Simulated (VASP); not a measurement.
# CoSi (P2_13) in VASP: a series of runs, part 2 of 3

VASP 6.6.1. The steps go on from the part before.

### Step 3. Density of states, LDA, collinear spin, ferromagnetic start

POSCAR

```
CoSi
1.0
    4.4380000000      0.0000000000      0.0000000000
    0.0000000000      4.4380000000      0.0000000000
    0.0000000000      0.0000000000      4.4380000000
Co Si
4 4
Direct
    0.8600000000      0.6400000000      0.3600000000
    0.6400000000      0.3600000000      0.8600000000
    0.3600000000      0.8600000000      0.6400000000
    0.1400000000      0.1400000000      0.1400000000
    0.1570000000      0.3430000000      0.6570000000
    0.3430000000      0.6570000000      0.1570000000
    0.6570000000      0.1570000000      0.3430000000
    0.8430000000      0.8430000000      0.8430000000
```

INCAR.step1

```
ALGO = Normal ; EDIFF = 1E-6
ENCUT = 520 ; GGA = CA
ISIF = 2 ; ISMEAR = 0
ISPIN = 2 ; LASPH = True
LCHARG = True ; LMAXMIX = 4
LREAL = False ; LWAVE = False
MAGMOM = 2 2 2 2 0 0 0 0 ; NBANDS = 40
NELM = 120 ; PREC = Accurate
SIGMA = 0.02
```

KPOINTS.step1

```
k-points
0
Gamma
  5 5 5
```

INCAR.step2

```
ALGO = Normal ; EDIFF = 1E-6
ENCUT = 520 ; GGA = CA
ICHARG = 11 ; ISIF = 2
ISMEAR = -5 ; ISPIN = 2
LASPH = True ; LCHARG = False
LMAXMIX = 4 ; LORBIT = 11
LREAL = False ; LWAVE = False
MAGMOM = 2 2 2 2 0 0 0 0 ; NBANDS = 40
NEDOS = 1001 ; NELM = 120
PREC = Accurate ; SIGMA = 0.02
```

KPOINTS.step2

```
k-points
0
Gamma
  8 8 8
```

Potentials or basis: VASP PAW LDA potentials, release 64 (Co, Si).

Started as:

```bash
$ cat potpaw_LDA.64/Co/POTCAR potpaw_LDA.64/Si/POTCAR > POTCAR
$ cp INCAR.step1 INCAR
$ cp KPOINTS.step1 KPOINTS
$ mpirun -np 1 vasp_std > vasp.out
$ cp INCAR.step2 INCAR
$ cp KPOINTS.step2 KPOINTS
$ mpirun -np 1 vasp_std > vasp.out
```

Run time: 4.1 min. Hardware: 1 thread of Intel Xeon Platinum 8488C (Sapphire Rapids), shared host; peak memory 0.32 GiB.

It converged, with:

| Property | Result |
| --- | --- |
| Net moment | 0.00 μB per cell |
| Valence electrons inside the program's atomic spheres | Co 8.64; Si 1.62 |

Levels at points of the mesh, in eV from the Fermi level:
Spin up:
| k point | band 22 | band 23 | band 24 | band 25 | band 26 | band 27 | band 28 | band 29 | band 30 | band 31 |
| --- | --- | --- | --- | --- | --- | --- | --- | --- | --- | --- |
| (0.00, 0.00, 0.00) | -0.87 | -0.75 | -0.75 | 0.02 | 0.02 | 0.02 | 2.50 | 2.50 | 2.50 | 2.97 |
| (0.50, 0.00, 0.00) | -1.02 | -0.64 | -0.64 | -0.45 | -0.45 | 1.03 | 1.03 | 1.49 | 1.49 | 4.35 |
| (0.50, 0.50, 0.00) | -1.50 | -0.98 | -0.98 | 0.00 | 0.00 | 0.59 | 0.59 | 2.02 | 2.02 | 2.52 |
| (0.50, 0.50, 0.50) | -1.20 | -1.20 | -1.20 | -0.19 | -0.19 | -0.19 | -0.19 | 5.34 | 5.34 | 5.34 |
Spin down:
| k point | band 22 | band 23 | band 24 | band 25 | band 26 | band 27 | band 28 | band 29 | band 30 | band 31 |
| --- | --- | --- | --- | --- | --- | --- | --- | --- | --- | --- |
| (0.00, 0.00, 0.00) | -0.87 | -0.75 | -0.75 | 0.02 | 0.02 | 0.02 | 2.50 | 2.50 | 2.50 | 2.97 |
| (0.50, 0.00, 0.00) | -1.02 | -0.64 | -0.64 | -0.45 | -0.45 | 1.03 | 1.03 | 1.49 | 1.49 | 4.35 |
| (0.50, 0.50, 0.00) | -1.50 | -0.98 | -0.98 | 0.00 | 0.00 | 0.59 | 0.59 | 2.02 | 2.02 | 2.52 |
| (0.50, 0.50, 0.50) | -1.20 | -1.20 | -1.20 | -0.19 | -0.19 | -0.19 | -0.19 | 5.34 | 5.34 | 5.34 |

States per cell in windows of 0.5 eV (zero at the Fermi level; states under -8 eV left out):
```csv
from (eV),up,down,Co1_d_down,Co2_d_down,Co3_d_down,Co4_d_down,Co1_d_up,Co2_d_up
-8.0,0.31,0.31,0.01,0.01,0.01,0.01,0.01,0.01
-7.5,0.47,0.47,0.02,0.02,0.02,0.02,0.02,0.02
-7.0,0.31,0.31,0.01,0.01,0.01,0.01,0.01,0.01
-6.5,0.56,0.56,0.03,0.03,0.03,0.03,0.03,0.03
-6.0,0.79,0.79,0.05,0.05,0.05,0.05,0.05,0.05
-5.5,0.52,0.52,0.03,0.03,0.03,0.03,0.03,0.03
-5.0,1.03,1.03,0.08,0.08,0.08,0.08,0.08,0.08
-4.5,0.81,0.81,0.08,0.08,0.08,0.08,0.08,0.08
-4.0,1.58,1.58,0.20,0.20,0.20,0.20,0.20,0.20
-3.5,1.96,1.96,0.31,0.31,0.31,0.31,0.31,0.31
-3.0,3.41,3.41,0.59,0.59,0.59,0.59,0.59,0.59
-2.5,2.34,2.34,0.43,0.43,0.43,0.43,0.44,0.44
-2.0,2.02,2.02,0.42,0.42,0.42,0.42,0.42,0.42
-1.5,2.81,2.81,0.63,0.63,0.63,0.63,0.63,0.63
-1.0,2.01,2.01,0.45,0.45,0.45,0.45,0.45,0.45
-0.5,2.04,2.05,0.45,0.45,0.45,0.45,0.45,0.45
0.0,0.28,0.28,0.06,0.06,0.06,0.06,0.06,0.06
0.5,0.96,0.96,0.17,0.17,0.17,0.17,0.17,0.17
1.0,0.56,0.56,0.09,0.09,0.09,0.09,0.09,0.09
1.5,0.75,0.75,0.11,0.11,0.11,0.11,0.11,0.11
2.0,1.10,1.10,0.14,0.14,0.14,0.14,0.14,0.14
2.5,0.89,0.89,0.09,0.09,0.09,0.09,0.09,0.09
3.0,0.94,0.94,0.09,0.09,0.09,0.09,0.09,0.09
3.5,0.94,0.94,0.07,0.07,0.07,0.07,0.07,0.07
4.0,1.00,1.00,0.06,0.06,0.06,0.06,0.06,0.06
4.5,0.86,0.86,0.05,0.05,0.05,0.05,0.05,0.05
5.0,0.87,0.87,0.04,0.04,0.04,0.04,0.04,0.04
5.5,0.96,0.96,0.04,0.04,0.04,0.04,0.04,0.04
6.0,0.66,0.66,0.03,0.03,0.03,0.03,0.03,0.03
6.5,0.73,0.73,0.03,0.03,0.03,0.03,0.03,0.03
7.0,0.83,0.83,0.03,0.03,0.03,0.03,0.03,0.03
7.5,0.66,0.66,0.02,0.02,0.02,0.02,0.02,0.02
```

Caveat: the starting moments collapsed, and a magnetic state may lie lower; tetrahedron occupations give inexact forces and stress in metals.

### Step 4. Electric field gradients, LDA, collinear spin, ferromagnetic start

INCAR

```
PREC     = Accurate       # precision mode
ENCUT    = 520            # plane-wave cutoff, eV
EDIFF    = 1E-8           # SCF threshold, eV
ISMEAR   = 0              # smearing method
SIGMA    = 0.02           # smearing width, eV
LREAL    = F              # projectors in reciprocal space
LASPH    = T              # aspherical terms in the spheres
NELM     = 100            # most SCF steps
ALGO     = Normal         # electronic algorithm
ISIF     = 2              # what is computed and relaxed
LWAVE    = F              # write WAVECAR
LCHARG   = F              # write CHGCAR
ISPIN    = 2              # spin polarisation
MAGMOM   = 2 2 2 2 0 0 0 0 # initial moments
LORBIT   = 11             # projections on sites
LMAXMIX  = 4              # l up to which the mixer works
LEFG     = T
```

KPOINTS

```
Automatic mesh
0
Gamma
  5 5 5
```

POSCAR is that of step 3.

Potentials or basis: VASP PAW LDA potentials, release 64 (Co, Si).

Started as:

```bash
$ cat potpaw_LDA.64/Co/POTCAR potpaw_LDA.64/Si/POTCAR > POTCAR
$ mpirun -np 1 vasp_std > vasp.out
```

OUTCAR:

```text
PREC = Accurate
   ENCUT = 520
   EDIFF = 1E-8
   ISMEAR = 0
   LREAL = F
   LASPH = T
   NELM = 100
   ISIF = 2
   ISPIN = 2
   LORBIT = 11

 ion  position               nearest neighbor table
   1  0.860  0.640  0.360-   5 2.28   6 2.33   7 2.33   8 2.33   7 2.47   8 2.47   6 2.47   2 2.72
                             2 2.72   4 2.72   4 2.72   3 2.72   3 2.72
   2  0.640  0.360  0.860-   6 2.28   5 2.33   7 2.33   8 2.33   5 2.47   7 2.47   8 2.47   1 2.72
                             1 2.72   3 2.72   3 2.72   4 2.72   4 2.72
   3  0.360  0.860  0.640-   7 2.28   6 2.33   5 2.33   8 2.33   6 2.47   5 2.47   8 2.47   4 2.72
                             2 2.72   2 2.72   4 2.72   1 2.72   1 2.72
   4  0.140  0.140  0.140-   8 2.28   6 2.33   7 2.33   5 2.33   6 2.47   5 2.47   7 2.47   1 2.72
                             3 2.72   3 2.72   1 2.72   2 2.72   2 2.72
   5  0.157  0.343  0.657-   1 2.28   2 2.33   3 2.33   4 2.33   3 2.47   4 2.47   2 2.47   8 2.75
                             6 2.75   6 2.75   8 2.75   7 2.75   7 2.75
   6  0.343  0.657  0.157-   2 2.28   1 2.33   3 2.33   4 2.33   1 2.47   3 2.47   4 2.47   8 2.75
                             5 2.75   5 2.75   7 2.75   7 2.75   8 2.75
   7  0.657  0.157  0.343-   3 2.28   2 2.33   1 2.33   4 2.33   2 2.47   1 2.47   4 2.47   8 2.75
                             8 2.75   5 2.75   6 2.75   6 2.75   5 2.75
   8  0.843  0.843  0.843-   4 2.28   2 2.33   3 2.33   1 2.33   2 2.47   1 2.47   3 2.47   5 2.75
                             6 2.75   7 2.75   7 2.75   5 2.75   6 2.75

  LATTYP: Found a simple cubic cell.
 ALAT       =     4.4380000000

  Lattice vectors:

 A1 = (   4.4380000000,   0.0000000000,   0.0000000000)
 A2 = (   0.0000000000,   4.4380000000,   0.0000000000)
 A3 = (   0.0000000000,   0.0000000000,   4.4380000000)

Analysis of symmetry for initial positions (statically):
=====================================================================
 Subroutine PRICEL returns:
 Original cell was already a primitive cell.

 Routine SETGRP: Setting up the symmetry group for a
 simple cubic supercell.

 Subroutine GETGRP returns: Found 12 space group operations
 (whereof  3 operations were pure point group operations)
 out of a pool of 48 trial point group operations.

[... 1065 lines left out ...]
  energy  without entropy=      -62.4204860185  energy(sigma->0) =      -62.42060949

 Electric field gradients (V/A^2)
---------------------------------------------------------------------
 ion       V_xx      V_yy      V_zz      V_xy      V_xz      V_yz
---------------------------------------------------------------------
   1       0.000    -0.000     0.000     1.658    -1.658     1.658
   2       0.000    -0.000     0.000     1.658     1.658    -1.658
   3       0.000    -0.000     0.000    -1.658     1.658     1.658
   4       0.000    -0.000     0.000    -1.658    -1.658    -1.658
   5       0.000     0.000     0.000    15.583   -15.583    15.583
   6       0.000    -0.000     0.000    15.583    15.583   -15.583
   7       0.000    -0.000     0.000   -15.583    15.583    15.583
   8       0.000    -0.000     0.000   -15.583   -15.583   -15.583
---------------------------------------------------------------------

 Electric field gradients after diagonalization (V/A^2)
 (convention: |V_zz| > |V_xx| > |V_yy|)
----------------------------------------------------------------------
 ion       V_xx      V_yy      V_zz     asymmetry (V_yy - V_xx)/ V_zz
----------------------------------------------------------------------
   1       1.658     1.658    -3.315       0.000
   2       1.658     1.658    -3.315       0.000
   3       1.658     1.658    -3.315       0.000
   4       1.658     1.658    -3.315       0.000
   5      15.583    15.583   -31.165       0.000
   6      15.583    15.583   -31.165       0.000
   7      15.583    15.583   -31.165       0.000
   8      15.583    15.583   -31.165       0.000
----------------------------------------------------------------------

           NMR quadrupolar parameters

 Cq : quadrupolar parameter    Cq=e*Q*V_zz/h
 eta: asymmetry parameters     (V_yy - V_xx)/ V_zz
 Q  : nuclear electric quadrupole moment in mb (millibarn)
----------------------------------------------------------------------
 ion       Cq(MHz)       eta       Q (mb)
----------------------------------------------------------------------
   1      -0.008       0.000       1.000
   2      -0.008       0.000       1.000
   3      -0.008       0.000       1.000
   4      -0.008       0.000       1.000
   5      -0.075       0.000       1.000
   6      -0.075       0.000       1.000
   7      -0.075       0.000       1.000
   8      -0.075       0.000       1.000
----------------------------------------------------------------------

 total charge

# of ion       s       p       d       tot
------------------------------------------
    1        0.436   0.614   7.588   8.637
    2        0.436   0.614   7.588   8.637
    3        0.436   0.614   7.588   8.637
    4        0.436   0.614   7.588   8.637
    5        0.734   0.886   0.000   1.620
    6        0.734   0.886   0.000   1.620
    7        0.734   0.886   0.000   1.620
    8        0.734   0.886   0.000   1.620
--------------------------------------------------
tot          4.681   5.999  30.351  41.030

 magnetization (x)

# of ion       s       p       d       tot
------------------------------------------
    1        0.000   0.000  -0.000  -0.000
    2        0.000   0.000  -0.000  -0.000
    3        0.000   0.000  -0.000  -0.000
    4        0.000   0.000  -0.000  -0.000
    5        0.000   0.000   0.000   0.000
    6        0.000   0.000   0.000   0.000
    7        0.000   0.000   0.000   0.000
    8        0.000   0.000   0.000   0.000
--------------------------------------------------
tot          0.000   0.000  -0.000  -0.000
```

stdout:

```text
POSCAR found type information on POSCAR CoSi
 POSCAR found :  2 types and       8 ions
 scaLAPACK will be used
 LDA part: xc-table for (Slater(with rela. corr.)+CA(PZ))
 , standard interpolation
 POSCAR, INCAR and KPOINTS ok, starting setup
 FFT: planning ... GRIDC
 FFT: planning ... GRID_SOFT
 FFT: planning ... GRID
 WAVECAR not read
 entering main loop
ion   1

ion   2

ion   3

ion   4

ion   5

ion   6

ion   7

ion   8
```

Wall time 77 s (1 thread of Intel Xeon Platinum 8488C (Sapphire Rapids), shared host); peak memory 0.21 GiB.

Results:

```yaml
Free_energy: -62.4207 eV
Pressure: -12.4 GPa
Largest_force: 0.164 eV/Å
Band_gap_on_the_k_mesh: none (metal or under the smearing width)
Net_moment: 0.00 μB per cell
Valence_electrons_inside_the_program's_atomic_spheres: Co 8.64; Si 1.62
```

Forces on the atoms (eV/Å):
```
Co  -0.095  0.095 -0.095
Co   0.095 -0.095 -0.095
Co  -0.095 -0.095  0.095
Co   0.095  0.095  0.095
Si   0.067 -0.067  0.067
Si  -0.067  0.067  0.067
Si   0.067  0.067 -0.067
Si  -0.067 -0.067 -0.067
```

Electric field gradients, principal values (V/Å²):
```tsv
atom	Vxx	Vyy	Vzz
1 Co	1.658	1.658	-3.315
2 Co	1.658	1.658	-3.315
3 Co	1.658	1.658	-3.315
4 Co	1.658	1.658	-3.315
5 Si	15.583	15.583	-31.165
6 Si	15.583	15.583	-31.165
7 Si	15.583	15.583	-31.165
8 Si	15.583	15.583	-31.165
```

Caveat: the starting moments collapsed, and a magnetic state may lie lower.

### Step 5. Core levels, LDA, collinear spin, ferromagnetic start

INCAR

```
PREC = Accurate ; ENCUT = 520
EDIFF = 1E-6 ; ISMEAR = 0
SIGMA = 0.02 ; LREAL = False
LASPH = True ; NELM = 150
ALGO = Normal ; ISIF = 2
LWAVE = False ; LCHARG = False
ISPIN = 2 ; MAGMOM = 2 2 2 2 0 0 0 0
LORBIT = 11 ; LMAXMIX = 4
ICORELEVEL = 1
```

KPOINTS is that of step 4.

POSCAR is that of step 4.

Potentials or basis: VASP PAW LDA potentials, release 64 (Co, Si).

Started as:

```bash
$ cat potpaw_LDA.64/Co/POTCAR potpaw_LDA.64/Si/POTCAR > POTCAR
$ mpirun -np 1 vasp_std > vasp.out
```

OUTCAR:

```text
PREC = Accurate
   ENCUT = 520
   EDIFF = 1E-6
   ISMEAR = 0
   LREAL = False
   LASPH = True
   NELM = 150
   ISIF = 2
   ISPIN = 2
   LORBIT = 11

 ion  position               nearest neighbor table
   1  0.860  0.640  0.360-   5 2.28   6 2.33   7 2.33   8 2.33   7 2.47   8 2.47   6 2.47   2 2.72
                             2 2.72   4 2.72   4 2.72   3 2.72   3 2.72
   2  0.640  0.360  0.860-   6 2.28   5 2.33   7 2.33   8 2.33   5 2.47   7 2.47   8 2.47   1 2.72
                             1 2.72   3 2.72   3 2.72   4 2.72   4 2.72
   3  0.360  0.860  0.640-   7 2.28   6 2.33   5 2.33   8 2.33   6 2.47   5 2.47   8 2.47   4 2.72
                             2 2.72   2 2.72   4 2.72   1 2.72   1 2.72
   4  0.140  0.140  0.140-   8 2.28   6 2.33   7 2.33   5 2.33   6 2.47   5 2.47   7 2.47   1 2.72
                             3 2.72   3 2.72   1 2.72   2 2.72   2 2.72
   5  0.157  0.343  0.657-   1 2.28   2 2.33   3 2.33   4 2.33   3 2.47   4 2.47   2 2.47   8 2.75
                             6 2.75   6 2.75   8 2.75   7 2.75   7 2.75
   6  0.343  0.657  0.157-   2 2.28   1 2.33   3 2.33   4 2.33   1 2.47   3 2.47   4 2.47   8 2.75
                             5 2.75   5 2.75   7 2.75   7 2.75   8 2.75
   7  0.657  0.157  0.343-   3 2.28   2 2.33   1 2.33   4 2.33   2 2.47   1 2.47   4 2.47   8 2.75
                             8 2.75   5 2.75   6 2.75   6 2.75   5 2.75
[... 960 lines left out ...]
  FREE ENERGIE OF THE ION-ELECTRON SYSTEM (eV)
  ---------------------------------------------------
  free  energy   TOTEN  =       -62.4207329717 eV

  energy  without entropy=      -62.4204860218  energy(sigma->0) =      -62.42060950

 total charge

# of ion       s       p       d       tot
------------------------------------------
    1        0.436   0.614   7.588   8.637
    2        0.436   0.614   7.588   8.637
    3        0.436   0.614   7.588   8.637
    4        0.436   0.614   7.588   8.637
    5        0.734   0.886   0.000   1.620
    6        0.734   0.886   0.000   1.620
    7        0.734   0.886   0.000   1.620
    8        0.734   0.886   0.000   1.620
--------------------------------------------------
tot          4.681   5.999  30.351  41.030

 magnetization (x)

# of ion       s       p       d       tot
------------------------------------------
    1        0.000   0.000  -0.000  -0.000
    2        0.000   0.000  -0.000  -0.000
    3        0.000   0.000  -0.000  -0.000
    4        0.000   0.000  -0.000  -0.000
    5       -0.000   0.000   0.000   0.000
    6       -0.000   0.000   0.000   0.000
    7       -0.000   0.000   0.000   0.000
    8       -0.000   0.000   0.000   0.000
--------------------------------------------------
tot          0.000   0.000  -0.000  -0.000
```

stdout:

```text
POSCAR found type information on POSCAR CoSi
 POSCAR found :  2 types and       8 ions
 scaLAPACK will be used
 LDA part: xc-table for (Slater(with rela. corr.)+CA(PZ))
 , standard interpolation
 POSCAR, INCAR and KPOINTS ok, starting setup
 FFT: planning ... GRIDC
 FFT: planning ... GRID_SOFT
 FFT: planning ... GRID
 WAVECAR not read
 entering main loop
```

Run time: 66 s. Hardware: 1 thread of Intel Xeon Platinum 8488C (Sapphire Rapids), shared host; peak memory 0.21 GiB.

Results:

- Free energy: -62.4207 eV
- Pressure: -12.4 GPa
- Largest force: 0.164 eV/Å
- Band gap on the k mesh: none (metal or under the smearing width)
- Net moment: 0.00 μB per cell
- Valence electrons inside the program's atomic spheres: Co 8.64; Si 1.62

Forces on the atoms (eV/Å):
```
Co  -0.095  0.095 -0.095
Co   0.095 -0.095 -0.095
Co  -0.095 -0.095  0.095
Co   0.095  0.095  0.095
Si   0.067 -0.067  0.067
Si  -0.067  0.067  0.067
Si   0.067  0.067 -0.067
Si  -0.067 -0.067 -0.067
```

Core levels (eV, on the scale of the bands):
| atom | levels |
| --- | --- |
| 1 Co | 1s -7536.3, 2s -875.9, 2p -749.2, 3s -81.9, 3p -45.8 |
| 2 Co | 1s -7536.3, 2s -875.9, 2p -749.2, 3s -81.9, 3p -45.8 |
| 3 Co | 1s -7536.3, 2s -875.9, 2p -749.2, 3s -81.9, 3p -45.8 |
| 4 Co | 1s -7536.3, 2s -875.9, 2p -749.2, 3s -81.9, 3p -45.8 |
| 5 Si | 1s -1758.6, 2s -121.5, 2p -78.4 |
| 6 Si | 1s -1758.6, 2s -121.5, 2p -78.4 |

Caveat: the starting moments collapsed, and a magnetic state may lie lower.

(Part 2 of 3 ends here.)
